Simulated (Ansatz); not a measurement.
All-electron LAPW in Ansatz 0.2.0 under PBE, scalar-relativistic, energies extrapolated to zero smearing. Slabs are 1×1 cells cut from bulk crystals relaxed on PAW files, with atoms then relaxed, 16 to 20 Å of vacuum, a dipole correction, k spacings of 0.16 to 0.26 Å⁻¹ and smearing of 0.02 to 0.1 eV, without spin–orbit coupling or spin polarisation. The bulk type named needn't be the stable one, and no reconstruction is allowed.

| slab | area (Å²) | γ (J/m²) | Φ (eV) | Δd12 (%) |
| --- | --- | --- | --- | --- |
| fcc Ca (110), 3 layers | 21.59 | 0.54 | 2.78 | ? |
| bcc Ca (100), 6 layers | 19.23 | 0.46 | 2.76 | ? |
| fcc Ca (100), 3 layers | 15.27 | 0.46 | 2.75 | -3.0 |

Problem. Give the missing entry: row "fcc Ca (110), 3 layers", column "Δd12 (%)".

Solution. -5.1.

Problem. Give the missing entry: row "bcc Ca (100), 6 layers", column "Δd12 (%)".

Solution. 1.4.
